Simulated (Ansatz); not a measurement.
# Rh(110) / 1 layer Cu(110) / Rh(110): resistance against film thickness, part 2 of 2

Wanted: interface resistance and thickness dependence for Rh(110) / 1 layer Cu(110) / Rh(110).

Ansatz 0.2.0; Ansatz plane-wave DFT, PBE, PAW files; ballistic transport by layer matching (Landauer), zero bias; PAW set soft_1.

So far. Step 4 (With 5 layers, film layers 5): The conductance of the junction is 7.9e14 S/m², 6.4 % under the 8.4e14 S/m² of the last finished run, no more than the error estimates, leads' steps apart, of 3.4 and 4.5 % together. The estimate from the leads' steps, 44 %, is larger still.

### Step 5. With 7 layers, k-mesh 14×10×1, film layers 7

The stack now holds 7 film layers; the k-mesh follows the cell, and the energies span -0.27 to 0.27 eV.

System of this step: Rh(110) / 7 layers Cu(110) / Rh(110). The cell holds 20 atoms: 13 Rh and 7 Cu. Its edges and angles: a = 2.689 Å, b = 3.803 Å, c = 25.563 Å, α = 90.0°, β = 90.0°, γ = 90.0°. It derives from Rh and Cu. Regions: lead, 13 atoms (13 Rh); films, 7 atoms (7 Cu). The structure is stacked along c, and the current runs across the ab planes.

input.yaml

```yaml
crystal:
  lattice:
    - [2.6891977995, 0.0, 0.0]
    - [0.0, 3.8031, 0.0]
    - [0.0, 0.0, 25.5630735525]
  atoms:
    - { symbol: Rh, position: [0.0, 0.0, 0.0262996329] }
    - { symbol: Rh, position: [0.5, 0.5, 0.0788988987] }
    - { symbol: Rh, position: [0.0, 0.0, 0.1314981644] }
    - { symbol: Rh, position: [0.5, 0.5, 0.1840974302] }
    - { symbol: Rh, position: [0.0, 0.0, 0.236696696] }
    - { symbol: Rh, position: [0.5, 0.5, 0.2892959618] }
    - { symbol: Cu, position: [0.0, 0.0, 0.3381819907] }
    - { symbol: Cu, position: [0.5, 0.5, 0.3833547828] }
    - { symbol: Cu, position: [0.0, 0.0, 0.428527575] }
    - { symbol: Cu, position: [0.5, 0.5, 0.4737003671] }
    - { symbol: Cu, position: [0.0, 0.0, 0.5188731592] }
    - { symbol: Cu, position: [0.5, 0.5, 0.5640459514] }
    - { symbol: Cu, position: [0.0, 0.0, 0.6092187435] }
    - { symbol: Rh, position: [0.5, 0.5, 0.6581047725] }
    - { symbol: Rh, position: [0.0, 0.0, 0.7107040382] }
    - { symbol: Rh, position: [0.5, 0.5, 0.763303304] }
    - { symbol: Rh, position: [0.0, 0.0, 0.8159025698] }
    - { symbol: Rh, position: [0.5, 0.5, 0.8685018356] }
    - { symbol: Rh, position: [0.0, 0.0, 0.9211011013] }
    - { symbol: Rh, position: [0.5, 0.5, 0.9737003671] }
kpoints:
  mp_grid: { grid: [14, 10, 1] }
hamiltonian:
  xc: pbe
  pseudopotentials: { kind: paw, azcp: { folder: soft_1 } }
scf:
  occupations: { method: fermi_dirac, width: 0.1 }
output:
  transmission:
    leads: [[0, 1]]
    kmesh: [28, 20]
    e_range: [-0.27, 0.27]
    de: 0.036
  write_potential: true
  write_density: true
  volumetric_format: npy
```

The run is started by

```sh
$ ansatz run input.yaml --threads 4 --pin off --max-ram 8192MiB --backend cpu --events-out ev --progress --plain --runs-dir out
```

It took 5.6 min on 4 threads of Arm Neoverse V2, shared host; peak memory 2.5 GiB.

This step gave:

| Item | Value |
| --- | --- |
| free energy | -129613.7719 eV |
| energy at zero smearing | -129613.4314 eV |
| Fermi energy | 20.47 eV |
| step of the lead's potential | 15.3 meV |
| estimated errors of the lead's conductance | 0, 3.3, 0.2 % (band edges, k-mesh, distance from neutral) |
| lead conductance per cell | 3.055 G₀ |
| conductance of the junction | 7.90e14 S/m² |
| estimated errors of the junction's conductance | 0.3, 0.3, 5.2, 7.2, 0 % (energy step, band edges, k-mesh, leads' steps, distance from neutral) |
| area resistance that the stack adds (contact term taken off, spin by spin) | 0.8342 fΩ m² |

Per spin. The transmission, zone mean by energy, zero at the Fermi level:

```tsv
energy (eV)	transmission, zone mean
-0.270	1.06
-0.234	1.04
-0.198	1.04
-0.162	1.05
-0.126	1.05
-0.090	1.04
-0.054	1.04
-0.018	1.05
0.018	1.05
0.054	1.05
0.090	1.04
0.126	1.05
0.162	1.04
0.198	1.05
0.234	1.03
0.270	1.01
```

The conductance of the junction is 7.9e14 S/m², 0.054 % over the 7.9e14 S/m² of the last finished run, within the error estimates, leads' steps apart, of 4.5 and 5.2 %.

### Step 6. With 9 layers, k-mesh 14×10×1, film layers 9

The stack now holds 9 film layers; the k-mesh follows the cell, and the energies span -0.27 to 0.27 eV.

System of this step: Rh(110) / 9 layers Cu(110) / Rh(110). The cell holds 22 atoms: 13 Rh and 9 Cu. Its edges and angles: a = 2.689 Å, b = 3.803 Å, c = 27.873 Å, α = 90.0°, β = 90.0°, γ = 90.0°. It derives from Rh and Cu. Regions: lead, 13 atoms (13 Rh); films, 9 atoms (9 Cu). The structure is stacked along c, and the current runs across the ab planes.

input.yaml, the sections that differ from step 5:

```yaml
crystal:
  lattice:
    - [2.6891977995, 0.0, 0.0]
    - [0.0, 3.8031, 0.0]
    - [0.0, 0.0, 27.8725843684]
  atoms:
    - { symbol: Rh, position: [0.0, 0.0, 0.0241204562] }
    - { symbol: Rh, position: [0.5, 0.5, 0.0723613685] }
    - { symbol: Rh, position: [0.0, 0.0, 0.1206022809] }
    - { symbol: Rh, position: [0.5, 0.5, 0.1688431933] }
    - { symbol: Rh, position: [0.0, 0.0, 0.2170841056] }
    - { symbol: Rh, position: [0.5, 0.5, 0.265325018] }
    - { symbol: Cu, position: [0.0, 0.0, 0.3101603708] }
    - { symbol: Cu, position: [0.5, 0.5, 0.351590164] }
    - { symbol: Cu, position: [0.0, 0.0, 0.3930199573] }
    - { symbol: Cu, position: [0.5, 0.5, 0.4344497506] }
    - { symbol: Cu, position: [0.0, 0.0, 0.4758795438] }
    - { symbol: Cu, position: [0.5, 0.5, 0.5173093371] }
    - { symbol: Cu, position: [0.0, 0.0, 0.5587391303] }
    - { symbol: Cu, position: [0.5, 0.5, 0.6001689236] }
    - { symbol: Cu, position: [0.0, 0.0, 0.6415987169] }
    - { symbol: Rh, position: [0.5, 0.5, 0.6864340697] }
    - { symbol: Rh, position: [0.0, 0.0, 0.734674982] }
    - { symbol: Rh, position: [0.5, 0.5, 0.7829158944] }
    - { symbol: Rh, position: [0.0, 0.0, 0.8311568067] }
    - { symbol: Rh, position: [0.5, 0.5, 0.8793977191] }
    - { symbol: Rh, position: [0.0, 0.0, 0.9276386315] }
    - { symbol: Rh, position: [0.5, 0.5, 0.9758795438] }
# kpoints, hamiltonian, scf, output: as in step 5
```

Run time: 6 min. Hardware: 4 threads; peak memory 3 GiB.

This step gave:

```
free energy                                                                : -142863.9276 eV
energy at zero smearing                                                    : -142863.5725 eV
Fermi energy                                                               : 20.09 eV
step of the lead's potential                                               : 14.4 meV
ballistic conductance of the lead                                          : 2.30e15 S/m²
estimated errors of the lead's conductance                                 : 0, 3.4, 0.5 % (band edges, k-mesh, distance from neutral)
lead conductance per cell                                                  : 3.033 G₀
conductance of the junction                                                : 7.88e14 S/m²
junction conductance per cell                                              : 1.040 G₀
estimated errors of the junction's conductance                             : 0.4, 0.1, 4.9, 7.5, 0.1 % (energy step, band edges, k-mesh, leads' steps, distance from neutral)
area resistance that the stack adds (contact term taken off, spin by spin) : 0.8344 fΩ m²
```

Per spin. The transmission, zone mean by energy, zero at the Fermi level:

```tsv
energy (eV)	transmission, zone mean
-0.270	1.01
-0.234	0.997
-0.198	1.01
-0.162	1.02
-0.126	1.02
-0.090	1.03
-0.054	1.04
-0.018	1.05
0.018	1.04
0.054	1.04
0.090	1.05
0.126	1.05
0.162	1.06
0.198	1.06
0.234	1.05
0.270	1.02
```

The conductance of the junction is 7.9e14 S/m², 0.27 % under the 7.9e14 S/m² of the last finished run, within the error estimates, leads' steps apart, of 5.2 and 4.9 %.

### Step 7. The ladder

Times are for 4 threads of Arm Neoverse V2, shared host. Results by setting:

```tsv
no.	film layers	area resistance that the stack adds (contact term taken off, spin by spin) (fΩ m²)	conductance of the junction (S/m²)	time	memory (GiB)
1	1	0.3402	1.29e15	9.1 min	2
2	3	0.7522	8.44e14	5.1 min	2.6
3	5	0.8333	7.89e14	5.6 min	3.1
4	7	0.8342	7.90e14	5.6 min	2.5
5	9	0.8344	7.88e14	6 min	3.0
```

### Step 8. Summary of results

| Item | Value |
| --- | --- |
| area resistance, 1 layer | 0.340 fΩ m² |
| area resistance, 3 layers | 0.752 fΩ m² |
| area resistance, 5 layers | 0.833 fΩ m² |
| area resistance, 7 layers | 0.834 fΩ m² |
| area resistance, 9 layers | 0.834 fΩ m² |

What this shows: The stack adds 0.34 fΩ m² with 1 layer and 0.83 fΩ m² with 9. From 3 layers on no step exceeds the two runs' error estimates together, as expected where only the two interfaces scatter; half the mean, 0.41 fΩ m², is a rough coherent figure for one interface. Atoms sit on ideal sites and aren't relaxed. The program's estimate of the error from the leads' steps alone runs to 44 %, although the steps are small; only longer leads would test it. Cu(110) is stretched by 5.2 % in plane to fit Rh(110). 1 further run is left out: refused by the program, or repeats without effect or without named leads.

[Logs are printed without paths, hosts, clocks, repeated set-up lines and the standing remarks that a program may print on its own settings, such as how far it seeks lower states.]

[Hosts, paths, dates, database ids (printed as entryN), source tags and the programs' standing remarks are cut or masked in the printed files.]
